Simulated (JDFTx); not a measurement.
# BN (P6_3mc) in JDFTx: equation of state

Aim: energy against volume of BN in PBEsol, for its equilibrium volume and stiffness.

Program: JDFTx 1.7.0 (patched build). These are calculated values, not measurements. Logs are shortened: lines on timing, memory, paths and dates and some standing lists are left out, and cuts for length are marked. The log counts tension as positive stress, the text compression.

**1. The crystal as given**

Symmetry: P6_3mc, No. 186, hexagonal system. Conventional cell: a = 2.554 Å, b = 2.554 Å, c = 4.227 Å, α = 90.00°, β = 90.00°, γ = 120.00°. Around N (site symmetry 3m) lie 4 B at 1.57 to 1.58 Å. B (site symmetry 3m) has 4 N at 1.57 to 1.58 Å as nearest neighbours.

Measurements of this composition are mostly on another form, of space group No. 194.

**2. Equation of state, PBEsol, 5.61 Å³/atom (volume scaled by 0.94)**

File BN.in:

```
lattice \
    4.7277239170    -2.3638619586     0.0000000000 \
    0.0000000000     4.0943290143     0.0000000000 \
    0.0000000000     0.0000000000     7.8245403549
coords-type Lattice
ion N      0.3333333333     0.6666666667     0.1252760000 1
ion N      0.6666666667     0.3333333333     0.6252760000 1
ion B      0.3333333333     0.6666666667     0.4997240000 1
ion B      0.6666666667     0.3333333333     0.9997240000 1

ion-species pseudo/N.upf
ion-species pseudo/B.upf
elec-cutoff 42 336
elec-ex-corr gga-PBEsol
kpoint-folding 12 12 6
elec-smearing Fermi 0.0018374661
elec-n-bands 14
electronic-SCF nIterations 100 energyDiffThreshold 1e-09
electronic-minimize nIterations 30 energyDiffThreshold 1e-7
forces-output-coords Cartesian

dump-name run.$VAR
dump End Ecomponents EigStats BandEigs Kpoints Forces Stress
```

Potentials or basis: PseudoDojo-SR-PBEsol-0.4.1-standard with smoothed tails.

Started as:

```
> jdftx -c 1 -i BN.in -o BN.out
```

Log:

```text
*************** JDFTx 1.7.0 (patched build) ***************

Input parsed successfully to the following command list (including defaults):
[... the input with its defaults ...]

---------- Setting up symmetries ----------

Found 24 point-group symmetries of the bravais lattice
Found 12 space-group symmetries with basis
Applied RMS atom displacement 2.72955e-10 bohrs to make symmetries exact.

---------- Initializing the Grid ----------
R =
[      4.72772     -2.36386            0  ]
[            0      4.09433            0  ]
[            0            0      7.82454  ]
unit cell volume = 151.459
G =
[    1.32901   0.767303         -0  ]
[          0    1.53461          0  ]
[          0         -0    0.80301  ]
Minimum fftbox size, Smin = [  40  40  68  ]
Chosen fftbox size, S = [  40  40  70  ]

---------- Initializing tighter grid for wavefunction operations ----------
R =
[      4.72772     -2.36386            0  ]
[            0      4.09433            0  ]
[            0            0      7.82454  ]
unit cell volume = 151.459
G =
[    1.32901   0.767303         -0  ]
[          0    1.53461          0  ]
[          0         -0    0.80301  ]
Minimum fftbox size, Smin = [  28  28  48  ]
Chosen fftbox size, S = [  28  28  48  ]

---------- Exchange Correlation functional ----------
Initalized PBEsol GGA exchange.
Initalized PBEsol GGA correlation.

---------- Setting up pseudopotentials ----------
Width of ionic core gaussian charges (only for fluid interactions / plotting) set to 0

Reading pseudopotential file 'pseudo/N.upf':
  'N' pseudopotential, 'PBESOL' functional
  Generated using ONCVPSP code by D. R. Hamann
  5 valence electrons, 2 orbitals, 4 projectors, 1001 radial grid points, with lMax = 1
    2S    l: 0   occupation:  2.0   eigenvalue: -0.678237
    2P    l: 1   occupation:  3.0   eigenvalue: -0.258576
  Core radius for overlap checks: 1.31 bohrs.

Reading pseudopotential file 'pseudo/B.upf':
  'B' pseudopotential, 'PBESOL' functional
  Generated using ONCVPSP code by D. R. Hamann
  3 valence electrons, 2 orbitals, 4 projectors, 1001 radial grid points, with lMax = 1
    2S    l: 0   occupation:  2.0   eigenvalue: -0.344017
    2P    l: 1   occupation:  1.0   eigenvalue: -0.130657
  Core radius for overlap checks: 1.18 bohrs.

Initialized 2 species with 4 total atoms.

Folded 1 k-points by 12x12x6 to 864 k-points.

---------- Setting up k-points, bands, fillings ----------
Adding inversion symmetry to k-mesh for non-inversion-symmetric unit cell.
Reduced to 76 k-points under symmetry.
Computing the number of bands and number of electrons
Calculating initial fillings.
nElectrons:  16.000000   nBands: 14   nStates: 76

----- Setting up reduced wavefunction bases (one per k-point) -----
average nbasis = 1968.964 , ideal nbasis = 1969.072

---------- Setting up ewald sum ----------
Optimum gaussian width for ewald sums = 1.687840 bohr.
Real space sum over 1089 unit cells with max indices [  5  5  4  ]
Reciprocal space sum over 3211 terms with max indices [  6  6  9  ]

---------- Allocating electronic variables ----------
Initializing wave functions:  linear combination of atomic orbitals
N pseudo-atom occupations:   s ( 2 )  p ( 3 )
B pseudo-atom occupations:   s ( 2 )  p ( 1 )
	FillingsUpdate:  mu: +0.555969579  nElectrons: 16.000000
LCAOMinimize: Iter:   0  F: -25.6213151372517842  |grad|_K:  3.399e-03  alpha:  1.000e+00
	FillingsUpdate:  mu: +0.497766356  nElectrons: 16.000000
LCAOMinimize: Iter:   1  F: -25.6778636001519658  |grad|_K:  1.753e-04  alpha:  4.215e-01  linmin: -4.171e-01  cgtest:  6.924e-01
LCAOMinimize: Encountered beta<0, resetting CG.
[... 6 lines of inner loops ...]
LCAOMinimize: Iter:   4  F: -25.6781246816241620  |grad|_K:  1.931e-07  alpha:  8.178e-01  linmin:  8.687e-05  cgtest: -2.256e-04
	FillingsUpdate:  mu: +0.495238199  nElectrons: 16.000000
LCAOMinimize: Iter:   5  F: -25.6781246818176605  |grad|_K:  3.161e-08  alpha:  4.725e-01  linmin: -1.687e-04  cgtest:  6.406e-04
LCAOMinimize: Converged (|Delta F|<1.000000e-06 for 2 iters).

-------- Electronic minimization -----------
Will mix electronic density at each iteration.
	FillingsUpdate:  mu: +0.495238199  nElectrons: 16.000000
	FillingsUpdate:  mu: +0.483916813  nElectrons: 16.000000
SCF: Cycle:  0   F: -25.784048830205652   dF: -1.059e-01   |Residual|: 7.312e-02   |deigs|: 5.215e-02
	FillingsUpdate:  mu: +0.486938542  nElectrons: 16.000000
SCF: Cycle:  1   F: -25.785253022957910   dF: -1.204e-03   |Residual|: 3.781e-02   |deigs|: 3.252e-03
	FillingsUpdate:  mu: +0.491389576  nElectrons: 16.000000
SCF: Cycle:  2   F: -25.785438949456189   dF: -1.859e-04   |Residual|: 3.403e-03   |deigs|: 3.742e-03
	FillingsUpdate:  mu: +0.491797764  nElectrons: 16.000000
SCF: Cycle:  3   F: -25.785444698941379   dF: -5.749e-06   |Residual|: 1.601e-03   |deigs|: 2.453e-04
	FillingsUpdate:  mu: +0.491784660  nElectrons: 16.000000
SCF: Cycle:  4   F: -25.785445644518244   dF: -9.456e-07   |Residual|: 6.828e-04   |deigs|: 1.059e-04
	FillingsUpdate:  mu: +0.491799624  nElectrons: 16.000000
SCF: Cycle:  5   F: -25.785445890400091   dF: -2.459e-07   |Residual|: 5.364e-05   |deigs|: 6.912e-05
	FillingsUpdate:  mu: +0.491807822  nElectrons: 16.000000
SCF: Cycle:  6   F: -25.785445926414134   dF: -3.601e-08   |Residual|: 3.457e-05   |deigs|: 3.654e-05
	FillingsUpdate:  mu: +0.491804827  nElectrons: 16.000000
SCF: Cycle:  7   F: -25.785445939922759   dF: -1.351e-08   |Residual|: 1.174e-05   |deigs|: 4.039e-05
	FillingsUpdate:  mu: +0.491803924  nElectrons: 16.000000
SCF: Cycle:  8   F: -25.785445943499699   dF: -3.577e-09   |Residual|: 3.766e-06   |deigs|: 3.468e-05
	FillingsUpdate:  mu: +0.491803548  nElectrons: 16.000000
SCF: Cycle:  9   F: -25.785445944854406   dF: -1.355e-09   |Residual|: 1.540e-06   |deigs|: 4.018e-05
	FillingsUpdate:  mu: +0.491803883  nElectrons: 16.000000
SCF: Cycle: 10   F: -25.785445945225952   dF: -3.715e-10   |Residual|: 9.000e-07   |deigs|: 3.217e-05
	FillingsUpdate:  mu: +0.491803863  nElectrons: 16.000000
SCF: Cycle: 11   F: -25.785445945372288   dF: -1.463e-10   |Residual|: 6.537e-07   |deigs|: 2.963e-05
SCF: Converged (|Delta E|<1.000000e-09 for 2 iters).

Setting wave functions to eigenvectors of Hamiltonian

# Stress tensor in Cartesian coordinates [Eh/a0^3]:
[ -0.000687061  1.67808e-14            0  ]
[  1.67808e-14 -0.000687061            0  ]
[            0            0 -0.000671103  ]

# Ionic positions in lattice coordinates:
ion N   0.333333333333333   0.666666666666667   0.125276000000000 1
ion N   0.666666666666667   0.333333333333333   0.625276000000000 1
ion B   0.333333333333333   0.666666666666667   0.499724000000000 1
ion B   0.666666666666667   0.333333333333333   0.999724000000000 1

# Forces in Cartesian coordinates:
force N  -0.000000000000000   0.000000000000000   0.000810925073793 1
force N  -0.000000000000000  -0.000000000000000   0.000810925073793 1
force B   0.000000000000000   0.000000000000000  -0.000812102251420 1
force B  -0.000000000000000  -0.000000000000000  -0.000812102251420 1

# Energy components:
   Eewald =      -26.7607378666285136
       EH =        3.4713203147246667
     Eloc =      -11.5596905370419876
      Enl =       -2.2041827942311576
      Exc =       -8.7494297970953809
 Exc_core =        0.9537884406234400
       KE =       19.0634862942766468
-------------------------------------
     Etot =      -25.7854459453722846
       TS =        0.0000000000000042
-------------------------------------
        F =      -25.7854459453722882

IonicMinimize: Iter:   0  F: -25.785445945372288  |grad|_K:  4.685e-04
IonicMinimize: None of the convergence criteria satisfied after 0 iterations.

#--- Lowdin population analysis ---
# oxidation-state N -0.322 -0.322
# oxidation-state B +0.348 +0.348

Dumping 'run.eigStats' ...
	eMin: -0.326689 at state 0 ( [ +0.000000 +0.000000 +0.000000 ] spin 0 )
	HOMO: +0.446138 at state 0 ( [ +0.000000 +0.000000 +0.000000 ] spin 0 )
	mu  : +0.491804
	LUMO: +0.627606 at state 72 ( [ +0.333333 +0.333333 +0.000000 ] spin 0 )
	eMax: +1.044626 at state 22 ( [ +0.000000 +0.416667 +0.333333 ] spin 0 )
	HOMO-LUMO gap: +0.181469
	Optical gap  : +0.312860 at state 4 ( [ +0.000000 +0.083333 +0.000000 ] spin 0 )
Done!
[note: mu as printed may lie anywhere between the filled and the empty levels]
```

Wall time 2.2 min (1 thread of Arm Neoverse N1, shared host); peak memory 0.15 GiB.

What came out:

```
Free energy            : -701.6577 eV
Pressure               : 20.1 GPa
Largest force          : 0.042 eV/Å
Band gap on the k mesh : 4.94 eV, indirect (least direct gap 8.51 eV)
Loewdin charges        : N -0.32; B +0.35 e
```

**3. Equation of state, PBEsol, 5.73 Å³/atom (volume scaled by 0.96)**

Edit BN.in of step 2 so:

```diff
@@ -1,5 +1,5 @@
 lattice \
-    4.7277239170    -2.3638619586     0.0000000000 \
-    0.0000000000     4.0943290143     0.0000000000 \
-    0.0000000000     0.0000000000     7.8245403549
+    4.7610188443    -2.3805094223     0.0000000000 \
+    0.0000000000     4.1231632671     0.0000000000 \
+    0.0000000000     0.0000000000     7.8796445672
 coords-type Lattice
```

Potentials or basis: PseudoDojo-SR-PBEsol-0.4.1-standard with smoothed tails.

Started as:

```
> jdftx -c 1 -i BN.in -o BN.out
```

Run time: 2.2 min. Hardware: 1 thread of Arm Neoverse N1, shared host; peak memory 0.16 GiB.

Results (log left out):

```
Free energy            : -701.7035 eV
Pressure               : 10.8 GPa
Largest force          : 0.024 eV/Å
Band gap on the k mesh : 4.97 eV, indirect (least direct gap 8.41 eV)
Loewdin charges        : N -0.32; B +0.35 e
```

**4. Equation of state, PBEsol, 5.85 Å³/atom (volume scaled by 0.98)**

Edit BN.in of step 3 so:

```diff
@@ -1,5 +1,5 @@
 lattice \
-    4.7610188443    -2.3805094223     0.0000000000 \
-    0.0000000000     4.1231632671     0.0000000000 \
-    0.0000000000     0.0000000000     7.8796445672
+    4.7938544947    -2.3969272474     0.0000000000 \
+    0.0000000000     4.1515997744     0.0000000000 \
+    0.0000000000     0.0000000000     7.9339886609
 coords-type Lattice
```

Started as:

```
> jdftx -c 1 -i BN.in -o BN.out
```

Run time: 2.2 min. Hardware: 1 thread of Arm Neoverse N1, shared host; peak memory 0.16 GiB.

It converged, with:

- Free energy: -701.7229 eV
- Pressure: 2.3 GPa
- Largest force: 0.007 eV/Å
- Band gap on the k mesh: 5.01 eV, indirect (least direct gap 8.31 eV)
- Loewdin charges: N -0.32; B +0.35 e

**5. Equation of state, PBEsol, 5.97 Å³/atom**

Edit BN.in of step 4 so:

```diff
@@ -1,5 +1,5 @@
 lattice \
-    4.7938544947    -2.3969272474     0.0000000000 \
-    0.0000000000     4.1515997744     0.0000000000 \
-    0.0000000000     0.0000000000     7.9339886609
+    4.8262463860    -2.4131231931     0.0000000000 \
+    0.0000000000     4.1796519752     0.0000000000 \
+    0.0000000000     0.0000000000     7.9875983185
 coords-type Lattice
```

Started as:

```
> jdftx -c 1 -i BN.in -o BN.out
```

Wall time 2.2 min (1 thread of Arm Neoverse N1, shared host); peak memory 0.16 GiB.

Results (log left out):

- Free energy: -701.7183 eV
- Pressure: -5.3 GPa
- Largest force: 0.009 eV/Å
- Band gap on the k mesh: 5.04 eV, indirect (least direct gap 8.21 eV)
- Loewdin charges: N -0.32; B +0.35 e

**6. Equation of state, PBEsol, 6.09 Å³/atom (volume scaled by 1.02)**

Edit BN.in of step 5 so:

```diff
@@ -1,5 +1,5 @@
 lattice \
-    4.8262463860    -2.4131231931     0.0000000000 \
-    0.0000000000     4.1796519752     0.0000000000 \
-    0.0000000000     0.0000000000     7.9875983185
+    4.8582092141    -2.4291046071     0.0000000000 \
+    0.0000000000     4.2073325964     0.0000000000 \
+    0.0000000000     0.0000000000     8.0404978622
 coords-type Lattice
```

Potentials or basis: PseudoDojo-SR-PBEsol-0.4.1-standard with smoothed tails.

Started as:

```
> jdftx -c 1 -i BN.in -o BN.out
```

Wall time 2.3 min (1 thread of Arm Neoverse N1, shared host); peak memory 0.16 GiB.

Results (log left out):

```yaml
Free_energy: -701.6919 eV
Pressure: -12.3 GPa
Largest_force: 0.024 eV/Å
Band_gap_on_the_k_mesh: 5.06 eV, indirect (least direct gap 8.10 eV)
Loewdin_charges: N -0.33; B +0.35 e
```

**7. Equation of state, PBEsol, 6.21 Å³/atom (volume scaled by 1.04)**

Edit BN.in of step 6 so:

```diff
@@ -1,5 +1,5 @@
 lattice \
-    4.8582092141    -2.4291046071     0.0000000000 \
-    0.0000000000     4.2073325964     0.0000000000 \
-    0.0000000000     0.0000000000     8.0404978622
+    4.8897569113    -2.4448784557     0.0000000000 \
+    0.0000000000     4.2346537034     0.0000000000 \
+    0.0000000000     0.0000000000     8.0927103503
 coords-type Lattice
```

Started as:

```
> jdftx -c 1 -i BN.in -o BN.out
```

Run time: 2.3 min. Hardware: 1 thread of Arm Neoverse N1, shared host; peak memory 0.17 GiB.

It converged, with:

| Quantity | Value |
| --- | --- |
| Free energy | -701.6456 eV |
| Pressure | -18.7 GPa |
| Largest force | 0.038 eV/Å |
| Band gap on the k mesh | 5.09 eV, indirect (least direct gap 8.00 eV) |
| Loewdin charges | N -0.33; B +0.35 e |

[end of part 1 of 2]
